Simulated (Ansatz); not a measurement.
# PbS under changes of volume

One of the cells (26.664 Å³/atom); the others are scaled copies at fixed shape and fractional positions:

```
Pb S
1.0
     2.07995   -5.99130    0.00000
     2.07995    5.99130    0.00000
     0.00000    0.00000    4.27932
Pb S
2 2
Cartesian
  2.0800 4.4268 1.0698
  2.0800 -4.4268 3.2095
  2.0800 1.7399 1.0698
  2.0800 -1.7399 3.2095
```

Measurements of this composition are mostly on another form, of space group No. 225.

```yaml
Program: Ansatz 0.2.0
Functional: PBE
Potentials_or_basis: all-electron LAPW, scalar-relativistic
Cutoff: 219 eV (chosen from the basis error)
Basis_error_allowed: 0.001 eV/atom
k_mesh: 7 × 7 × 6
Occupations: fermi-dirac, width 0.05 eV
Spin: no spin polarisation
```

| volume (Å³/atom) | energy over the lowest point (meV/atom) | pressure (GPa) | gap on the mesh (eV) | largest force (eV/Å) |
| --- | --- | --- | --- | --- |
| 25.064 | 30.98 | 5.0 | 1.11 | 0.487 |
| 25.597 | ? | ? | ? | ? |
| 26.130 | 7.29 | 2.2 | 1.21 | 0.203 |
| 26.664 | 1.81 | 1.1 | 1.25 | 0.101 |
| 27.197 | 0.00 | 0.0 | 1.29 | 0.044 |
| 27.730 | 1.52 | -0.9 | 1.32 | 0.156 |
| 28.263 | 6.02 | -1.8 | 1.34 | 0.259 |

What does the run at 25.597 Å³/atom give?

Energy over the lowest point 16.86 meV/atom; pressure 3.5 GPa; gap on the mesh 1.16 eV; largest force 0.340 eV/Å.

Worked out: A Birch-Murnaghan fit of order 3 (a polynomial in V^(-2/3)) to the other rows has its minimum at 27.21 Å³/atom with B0 = V·E''(V) = 51 GPa and B' = 4.3 at fixed shape and positions, which overstates the stiffness. It gives 16.87 meV/atom at 25.597 Å³/atom, against the run's 16.86, and -dE/dV = 3.5 GPa, against 3.5. A parabola through the other rows of the gap, of slope 2.44 eV per unit of ln V there, gives 1.16 eV, against the run's 1.16.

Energies are extrapolated to zero smearing.

Caveats: spin-orbit coupling is left out, which as a rule narrows the gap of such compounds by several tenths of an eV; an odd mesh through Γ misses points on the zone boundary, where band edges often lie.
